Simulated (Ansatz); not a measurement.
# A series in volume scale on HgTe

Periodic Kohn-Sham DFT of a crystal at fixed atoms, scaled to volume_scale times the given cell; pressure positive in compression, energy less spherical unpolarised free atoms, largest_vzz the field gradient of largest size among the nuclei. The results are calculated, by Ansatz 0.2.0.

The cell before it is scaled or strained (space group F-43m, No. 216):
```
CELL_PARAMETERS angstrom
0.00000 3.22350 3.22350
3.22350 0.00000 3.22350
3.22350 3.22350 0.00000
ATOMIC_POSITIONS crystal
Hg 0.00000 0.00000 0.00000
Te 0.75000 0.75000 0.75000
```

Settings of every row: method frozen-core PAW; functional PBEsol; relativity scalar; k mesh 9x9x9; filling fermi-dirac; smearing width 0.05 eV; wave cutoff 420 eV; paw set soft_2.

Atom start moment: 0 on all atoms.

Limits: PAW files made with PBE; no spin-orbit coupling on heavy atoms.

```csv
row,volume scale,V (Å³/atom),pressure (GPa)
1,0.94,31.486,4.84
2,0.96,32.155,3.523
3,0.98,32.825,2.355
4,0.99,33.16,?
5,1,33.495,1.319
6,1.01,33.83,0.846
7,1.02,34.165,0.4
8,1.04,34.835,-0.416
9,1.06,35.505,-1.139
```

Question: what pressure should row 4 give?

Worked fit of pressure. Take u = (V_r/V)^(2/3) − 1 with V_r = 33.662 Å³ an atom, which is twice the finite (Eulerian) strain; such expansions in the strain, on which the Birch-Murnaghan equation of state is built, carry the rest volume and the bulk modulus. The shown rows have u = 0.04556, 0.03101, 0.01693, 0.00332, -0.00331, -0.00984, -0.02258, -0.03491. Least squares give pressure = 1.0794 + 71.308 × u + 232.7 × u² + 302 × u³ GPa; a parabola predicts inner rows, each left out in turn, worse (root mean square 0.0049 against 0.00051 GPa). All shown rows lie on it to the printed digit. The pressure vanishes at u = -0.0160, or V = 34.48 Å³ an atom, and there the bulk modulus at fixed shape and fractions is B = −V dP/dV = (2/3)(1 + u) dP/du = 42.1 GPa. The withheld row has u = 0.01007, so the fit gives 1.0794 + 71.308 × (0.01007) + 232.7 × (0.01007)² + 302 × (0.01007)³ = 1.821 GPa.

The calculation gave 1.822 GPa. The fit lies 0.001 GPa (0.017 % of the column's range) below it, one unit of the last digit.
